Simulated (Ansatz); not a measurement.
SnSe$_{2}$: a vibration from a frozen displacement

Computed with DFT PBEsol, scalar-relativistic, plane waves, PAW (Ansatz). Cutoff 420 eV, Γ-centred 12×12×6 k-points, Gaussian smearing of 0.05 eV. No spin polarisation. Energies are free energies at this smearing, counted from the undisturbed cell; pressure is positive in compression.

Reference structure (relaxed at this level):

```
CELL_PARAMETERS angstrom
3.81892 0.00000 0.00000
-1.90946 3.30728 0.00000
0.00000 0.00000 6.14557
ATOMIC_POSITIONS crystal
Sn 0.00000 0.00000 0.00000
Se 0.33333 0.66667 0.25807
Se 0.66667 0.33333 0.74193
```

The cell holds layers and no dispersion correction was added, so their binding is poorly described.

Every Se atom is moved by x along the Cartesian unit vector (0.000, -0.812, -0.584); the cell and all other atoms stay fixed. The cell's volume is 77.62 Å³; the moved atoms weigh 157.942 u together and the others 118.710 u.

```
  x (Å)  ΔE (meV/cell) total force on the moved atoms along the move (eV/Å) pressure (GPa)
-0.1000          42.82                                                0.8675          0.2393
-0.0500          10.60                                                0.4253          0.0617
 0.0000           0.00                                                0.0000          0.0029
 0.0750          23.95                                               -0.6432          0.1354
```

Problem. What frequency belongs to this motion?

Solution. The force constant is k = −dF/dx = 8.535 eV/Å², from the parabola through x = -0.0500, 0 and 0.0750. In every cell the moved atoms swing against the rest, so the mass is μ = m₁m₂/(m₁ + m₂) = 67.772 u, and ν̃ = 521.5 cm⁻¹ × √(|k|/μ) = 185 cm⁻¹. The pattern needn't be a normal mode: ν̃² is then a weighted mean of the squared nonzero frequencies at the zone centre of this cell, taken without macroscopic field, so it lies between the lowest and the highest of them.

Problem. How far does the harmonic law reach?

Solution. At x = -0.100 Å, kx²/2 = 42.67 meV against the computed 42.82 meV (+0.3 %): the well is still close to harmonic there.

Cost: 4 runs of about 3.5 core-minutes in all, on Intel Xeon Platinum 8259CL (Skylake/Cascade Lake) (shared hosts).